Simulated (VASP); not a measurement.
# Sb2Se3 (Antimonselite) (Pnma) in VASP: settings compared, part 3 of 3

VASP 6.6.1. Earlier steps stand in the parts before.

## 4. Relaxation of cell and atoms, PBEsol

INCAR reads:

```
  ALGO = Normal
  EDIFF = 1E-6
  EDIFFG = -0.01
  ENCUT = 600
  GGA = PS
  IBRION = 2
  ISIF = 3
  ISMEAR = 0
  KPAR = 4
  LASPH = True
  LCHARG = False
  LREAL = False
  LWAVE = False
  NELM = 80
  NSW = 90
  PREC = Accurate
  SIGMA = 0.03
```

KPOINTS reads:

```
k-points
0
Gamma
  4 8 4
```

POSCAR reads:

```
Sb2Se3
1.0
   11.7700000000      0.0000000000      0.0000000000
    0.0000000000      3.9620000000      0.0000000000
    0.0000000000      0.0000000000     11.6200000000
Sb Se
8 12
Direct
    0.0305000000      0.2500000000      0.3280000000
    0.9695000000      0.7500000000      0.6720000000
    0.4695000000      0.7500000000      0.8280000000
    0.5305000000      0.2500000000      0.1720000000
    0.1478000000      0.7500000000      0.0397000000
    0.8522000000      0.2500000000      0.9603000000
    0.3522000000      0.2500000000      0.5397000000
    0.6478000000      0.7500000000      0.4603000000
    0.0534000000      0.2500000000      0.8732000000
    0.9466000000      0.7500000000      0.1268000000
    0.4466000000      0.7500000000      0.3732000000
    0.5534000000      0.2500000000      0.6268000000
    0.1302000000      0.7500000000      0.4434000000
    0.8698000000      0.2500000000      0.5566000000
    0.3698000000      0.2500000000      0.9434000000
    0.6302000000      0.7500000000      0.0566000000
    0.2132000000      0.2500000000      0.1935000000
    0.7868000000      0.7500000000      0.8065000000
    0.2868000000      0.7500000000      0.6935000000
    0.7132000000      0.2500000000      0.3065000000
```

Potentials or basis: VASP PAW PBE potentials, release 64 (Sb, Se).

On the command line:

```sh
$ cat potpaw_PBE.64/Sb/POTCAR potpaw_PBE.64/Se/POTCAR > POTCAR
$ mpirun -np 4 vasp_std > vasp.out
```

OUTCAR:

```text
EDIFF = 1E-6
   EDIFFG = -0.01
   ENCUT = 600
   GGA = PS
   IBRION = 2
   ISIF = 3
   ISMEAR = 0
   LASPH = True
   LREAL = False
   NELM = 80
   NSW = 90
   PREC = Accurate

 ion  position               nearest neighbor table
   1  0.031  0.250  0.328-  17 2.66  13 2.66  13 2.66  10 3.22  10 3.22  14 3.26
   2  0.969  0.750  0.672-  18 2.66  14 2.66  14 2.66   9 3.22   9 3.22  13 3.26
   3  0.469  0.750  0.828-  19 2.66  15 2.66  15 2.66  12 3.22  12 3.22  16 3.26
   4  0.531  0.250  0.172-  20 2.66  16 2.66  16 2.66  11 3.22  11 3.22  15 3.26
   5  0.148  0.750  0.040-  10 2.58  17 2.78  17 2.78   9 2.98   9 2.98
   6  0.852  0.250  0.960-   9 2.58  18 2.78  18 2.78  10 2.98  10 2.98
   7  0.352  0.250  0.540-  12 2.58  19 2.78  19 2.78  11 2.98  11 2.98
   8  0.648  0.750  0.460-  11 2.58  20 2.78  20 2.78  12 2.98  12 2.98
   9  0.053  0.250  0.873-   6 2.58   5 2.98   5 2.98   2 3.22   2 3.22
  10  0.947  0.750  0.127-   5 2.58   6 2.98   6 2.98   1 3.22   1 3.22
  11  0.447  0.750  0.373-   8 2.58   7 2.98   7 2.98   4 3.22   4 3.22
  12  0.553  0.250  0.627-   7 2.58   8 2.98   8 2.98   3 3.22   3 3.22
  13  0.130  0.750  0.443-   1 2.66   1 2.66   2 3.26
  14  0.870  0.250  0.557-   2 2.66   2 2.66   1 3.26
  15  0.370  0.250  0.943-   3 2.66   3 2.66   4 3.26
  16  0.630  0.750  0.057-   4 2.66   4 2.66   3 3.26
  17  0.213  0.250  0.194-   1 2.66   5 2.78   5 2.78
  18  0.787  0.750  0.806-   2 2.66   6 2.78   6 2.78
  19  0.287  0.750  0.694-   3 2.66   7 2.78   7 2.78
  20  0.713  0.250  0.306-   4 2.66   8 2.78   8 2.78

  LATTYP: Found a simple orthorhombic cell.
 ALAT       =     3.9620000000
 B/A-ratio  =     2.9328621908
 C/A-ratio  =     2.9707218576
[... 333 lines left out ...]

 val. band max:        4.3990251459   @ k =   0.0000   0.0000   0.2500
 cond. band min:       5.2683549656   @ k =   0.0000   0.0000   0.2500
 fundamental gap:      0.8693298197
 Fermi energy:         4.5554679021

 k-point     1 :       0.0000    0.0000    0.0000
  band No.  band energies     occupation
      1      -9.7757      2.00000
      2      -9.4559      2.00000
      3      -9.2012      2.00000
      4      -9.0704      2.00000
      5      -8.9709      2.00000
      6      -8.7211      2.00000
[... 1718 lines left out ...]
  FREE ENERGIE OF THE ION-ELECTRON SYSTEM (eV)
  ---------------------------------------------------
  free  energy   TOTEN  =       -87.7655708490 eV

  energy  without entropy=      -87.7655708490  energy(sigma->0) =      -87.76557085

[... ionic steps 4 to 15 ...]

--------------------------------------- Ionic step       16  -------------------------------------------

 number of electron     112.0000002 magnetization

------------------------ aborting loop because EDIFF is reached ----------------------------------------
[... 103 lines left out ...]
--------------------------------------- Ionic step       18  -------------------------------------------

 number of electron     112.0000002 magnetization

 Free energy of the ion-electron system (eV)
  ---------------------------------------------------
  ext. energy  EPLUGINS =         0.00000000
  ---------------------------------------------------
  free energy    TOTEN  =       -87.86249544 eV

  energy without entropy =      -87.86249544  energy(sigma->0) =      -87.86249544

 E-fermi :   4.9977     XC(G=0):  -9.6243

 val. band max:        4.8340595879   @ k =   0.0000   0.0000   0.2500
 cond. band min:       5.5971718856   @ k =   0.0000   0.0000   0.2500
 fundamental gap:      0.7631122977
 Fermi energy:         4.9976769883

 k-point     1 :       0.0000    0.0000    0.0000
  band No.  band energies     occupation
      1      -9.5460      2.00000
      2      -9.1836      2.00000
      3      -8.8828      2.00000
      4      -8.7560      2.00000
      5      -8.6878      2.00000
      6      -8.4153      2.00000
[... 1718 lines left out ...]
  FREE ENERGIE OF THE ION-ELECTRON SYSTEM (eV)
  ---------------------------------------------------
  free  energy   TOTEN  =       -87.8624954423 eV

  energy  without entropy=      -87.8624954423  energy(sigma->0) =      -87.86249544

 reached required accuracy - stopping structural energy minimisation
```

It took 74 min on 4 MPI ranks of AMD EPYC 9R45 (Zen 5), shared host; peak memory 1.7 GiB.

Results:

```
Free energy                            : -87.8625 eV
Relaxed volume                         : 26.55 Å³/atom
Relaxed cell                           : a = 11.797 Å, b = 3.977 Å, c = 11.319 Å, α = 90.00°, β = 90.00°, γ = 90.00°
Space group after relaxing (to 0.05 Å) : Pnma (No. 62)
Energy gained by relaxing              : 7.6 meV/atom
Ionic steps                            : 18
Pressure after relaxing                : 0.0 GPa
Largest force after relaxing           : 0.010 eV/Å
Band gap on the k mesh                 : 0.76 eV, direct
```

Forces on the atoms (eV/Å):
```
Sb  -0.008  0.000  0.006
Sb   0.008  0.000 -0.006
Sb   0.008  0.000  0.006
Sb  -0.008  0.000 -0.006
Sb  -0.006  0.000  0.000
Sb   0.006  0.000  0.000
Sb   0.006  0.000  0.000
Sb  -0.006  0.000  0.000
Se   0.009  0.000  0.003
Se  -0.009  0.000 -0.003
Se  -0.009  0.000  0.003
Se   0.009  0.000 -0.003
Se   0.000  0.000  0.004
Se   0.000  0.000 -0.004
Se   0.000  0.000  0.004
Se   0.000  0.000 -0.004
Se  -0.005  0.000  0.006
Se   0.005  0.000 -0.006
Se   0.005  0.000  0.006
Se  -0.005  0.000 -0.006
```

The path:
```
step  energy change (eV)  largest force (eV/Å)  pressure (GPa)  volume (Å³)
   1              0.0000                0.3916            0.63       541.87
   2             -0.0493                0.1041           -1.01       550.20
   3             -0.0547                0.1270           -0.64       548.16
   4             -0.0931                0.1250           -0.36       542.70
   5             -0.1174                0.1616            0.16       533.47
   6             -0.1326                0.1195           -0.04       532.97
   7             -0.1368                0.1265           -0.22       532.48
   8             -0.1434                0.0633            0.30       527.80
   9             -0.1442                0.0640            0.17       528.96
  10             -0.1475                0.0677           -0.06       530.67
  11             -0.1476                0.0659           -0.05       530.58
  12             -0.1493                0.0438            0.04       530.32
  13             -0.1496                0.0495            0.08       530.20
  14             -0.1506                0.0379           -0.08       531.56
  15             -0.1506                0.0381           -0.08       531.54
  16             -0.1514                0.0229           -0.02       531.22
  17             -0.1514                0.0266            0.00       531.10
  18             -0.1517                0.0098           -0.01       531.09
```

Final structure:
```xyz
20
Lattice="11.7970 0.0000 0.0000 0.0000 3.9772 0.0000 0.0000 0.0000 11.3194" Properties=species:S:1:pos:R:3 pbc="T T T"
Sb    0.2843    0.9943    3.7142
Sb   11.5127    2.9829    7.6052
Sb    5.6142    2.9829    9.3739
Sb    6.1828    0.9943    1.9455
Sb    1.7759    2.9829    0.4126
Sb   10.0211    0.9943   10.9068
Sb    4.1226    0.9943    6.0723
Sb    7.6744    2.9829    5.2471
Se    0.6211    0.9943    9.8181
Se   11.1759    2.9829    1.5013
Se    5.2774    2.9829    4.1584
Se    6.5196    0.9943    7.1610
Se    1.5281    2.9829    5.0722
Se   10.2689    0.9943    6.2472
Se    4.3704    0.9943   10.7319
Se    7.4266    2.9829    0.5875
Se    2.5381    0.9943    2.2119
Se    9.2589    2.9829    9.1075
Se    3.3604    2.9829    7.8716
Se    8.4366    0.9943    3.4478
```

Caveat: the PAW data sets were made with another functional, which shifts forces and pressure a little; spin-orbit coupling is left out, which moves the levels of the heavy elements. A k mesh can miss the band edges.

## 5. Relaxation of cell and atoms, PBEsol

This run uses another cell than the first one, of 26.55 Å³/atom, 0.980 times its volume.

INCAR: that of step 4 with these lines changed.

```diff
@@ -1,4 +1,4 @@
   ALGO = Normal
-  EDIFF = 1E-6
-  EDIFFG = -0.01
+  EDIFF = 1E-7
+  EDIFFG = -0.005
   ENCUT = 600
```

KPOINTS is that of step 4.

POSCAR reads:

```
Sb2Se3                                  
1.0
   11.7969998067      0.0000000000      0.0000000000
    0.0000000000      3.9771857739      0.0000000000
    0.0000000000      0.0000000000     11.3193876537
  Sb              Se            
     8    12
Direct
     0.0240974847719198    0.2500000000000000    0.3281275262659077
     0.9759025152280801    0.7500000000000000    0.6718724737340923
     0.4759025152280802    0.7500000000000000    0.8281275262659077
     0.5240974847719199    0.2500000000000000    0.1718724737340923
     0.1505419538174350    0.7500000000000000    0.0364499875639774
     0.8494580461825649    0.2500000000000000    0.9635500124360226
     0.3494580461825649    0.2500000000000000    0.5364499875639774
     0.6505419538174351    0.7500000000000000    0.4635500124360226
     0.0526468217757943    0.2500000000000000    0.8673699387723340
     0.9473531782242057    0.7500000000000000    0.1326300612276657
     0.4473531782242057    0.7500000000000000    0.3673699387723343
     0.5526468217757943    0.2500000000000000    0.6326300612276660
     0.1295329883135644    0.7500000000000000    0.4480993995805885
     0.8704670116864354    0.2500000000000000    0.5519006004194115
     0.3704670116864356    0.2500000000000000    0.9480993995805885
     0.6295329883135646    0.7500000000000000    0.0519006004194115
     0.2151449062287178    0.2500000000000000    0.1954069743420200
     0.7848550937712820    0.7500000000000000    0.8045930256579800
     0.2848550937712822    0.7500000000000000    0.6954069743420200
     0.7151449062287180    0.2500000000000000    0.3045930256579801
```

On the command line:

```sh
$ cat potpaw_PBE.64/Sb/POTCAR potpaw_PBE.64/Se/POTCAR > POTCAR
$ mpirun -np 4 vasp_std > vasp.out
```

Run time: 57 min. Hardware: 4 MPI ranks of AMD EPYC 9R45 (Zen 5), shared host; peak memory 1.6 GiB.

It converged, with:

```
Free energy                            : -87.8628 eV
Relaxed volume                         : 26.52 Å³/atom
Relaxed cell                           : a = 11.776 Å, b = 3.979 Å, c = 11.322 Å, α = 90.00°, β = 90.00°, γ = 90.00°
Space group after relaxing (to 0.05 Å) : Pnma (No. 62)
Energy gained by relaxing              : 0.0 meV/atom
Ionic steps                            : 15
Pressure after relaxing                : 0.0 GPa
Largest force after relaxing           : 0.004 eV/Å
Band gap on the k mesh                 : 0.77 eV, direct
```

Forces in eV/Å, atoms in the order of the input:
```
Sb   0.001  0.000  0.001
Sb  -0.001  0.000 -0.001
Sb  -0.001  0.000  0.001
Sb   0.001  0.000 -0.001
Sb   0.000  0.000  0.001
Sb   0.000  0.000 -0.001
Sb   0.000  0.000  0.001
Sb   0.000  0.000 -0.001
Se  -0.002  0.000  0.002
Se   0.002  0.000 -0.002
Se   0.002  0.000  0.002
Se  -0.002  0.000 -0.002
Se  -0.002  0.000 -0.004
Se   0.002  0.000  0.004
Se   0.002  0.000 -0.004
Se  -0.002  0.000  0.004
Se  -0.001  0.000  0.003
Se   0.001  0.000 -0.003
Se   0.001  0.000  0.003
Se  -0.001  0.000 -0.003
```

Step by step:
| step | energy change (eV) | largest force (eV/Å) | pressure (GPa) | volume (Å³) |
| --- | --- | --- | --- | --- |
| 1 | 0.0000 | 0.0098 | -0.01 | 531.09 |
| 2 | -0.0001 | 0.0121 | 0.00 | 530.91 |
| 3 | -0.0001 | 0.0172 | 0.03 | 530.66 |
| 4 | -0.0002 | 0.0157 | 0.02 | 530.68 |
| 5 | -0.0002 | 0.0110 | 0.00 | 530.72 |
| 6 | -0.0002 | 0.0174 | -0.04 | 530.82 |
| 7 | -0.0003 | 0.0122 | -0.02 | 530.77 |
| 8 | -0.0003 | 0.0116 | -0.01 | 530.65 |
| 9 | -0.0004 | 0.0121 | 0.00 | 530.47 |
| 10 | -0.0004 | 0.0124 | 0.01 | 530.40 |
| 11 | -0.0005 | 0.0105 | 0.01 | 530.39 |
| 12 | -0.0006 | 0.0068 | 0.01 | 530.35 |
| 13 | -0.0006 | 0.0111 | 0.01 | 530.28 |
| 14 | -0.0006 | 0.0092 | 0.01 | 530.31 |
| 15 | -0.0007 | 0.0043 | -0.02 | 530.47 |

Final structure:
```
CELL_PARAMETERS angstrom
11.77585 0.00000 0.00000
0.00000 3.97869 0.00000
0.00000 0.00000 11.32219
ATOMIC_POSITIONS crystal
Sb 0.02318 0.25000 0.32855
Sb 0.97682 0.75000 0.67145
Sb 0.47682 0.75000 0.82855
Sb 0.52318 0.25000 0.17145
Sb 0.15030 0.75000 0.03708
Sb 0.84969 0.25000 0.96292
Sb 0.34970 0.25000 0.53708
Sb 0.65030 0.75000 0.46292
Se 0.05345 0.25000 0.86731
Se 0.94655 0.75000 0.13269
Se 0.44655 0.75000 0.36731
Se 0.55345 0.25000 0.63269
Se 0.12941 0.75000 0.44805
Se 0.87059 0.25000 0.55195
Se 0.37059 0.25000 0.94805
Se 0.62941 0.75000 0.05195
Se 0.21489 0.25000 0.19591
Se 0.78511 0.75000 0.80409
Se 0.28511 0.75000 0.69591
Se 0.71489 0.25000 0.30409
```

Levels at points of the mesh, in eV from the valence-band top:
```
           k point  band 54  band 55  band 56  band 57  band 58  band 59
(0.00, 0.00, 0.00)    -0.21    -0.18    -0.16     0.92     1.05     1.18
(0.50, 0.00, 0.00)    -0.33    -0.04    -0.04     0.97     0.97     1.20
(0.00, 0.50, 0.00)    -0.75    -0.29    -0.29     1.37     1.37     1.67
(0.50, 0.50, 0.00)    -0.47    -0.47    -0.47     1.69     1.69     1.69
(0.00, 0.00, 0.50)    -0.38    -0.27    -0.27     0.85     0.85     1.56
(0.50, 0.00, 0.50)    -0.49    -0.42    -0.42     0.86     0.86     1.63
(0.00, 0.50, 0.50)    -0.86    -0.69    -0.69     1.24     1.24     1.51
(0.50, 0.50, 0.50)    -0.99    -0.99    -0.99     1.49     1.49     1.49
```

Caveat: the PAW data sets were made with another functional, which shifts forces and pressure a little; spin-orbit coupling is left out, which moves the levels of the heavy elements. A k mesh can miss the band edges.
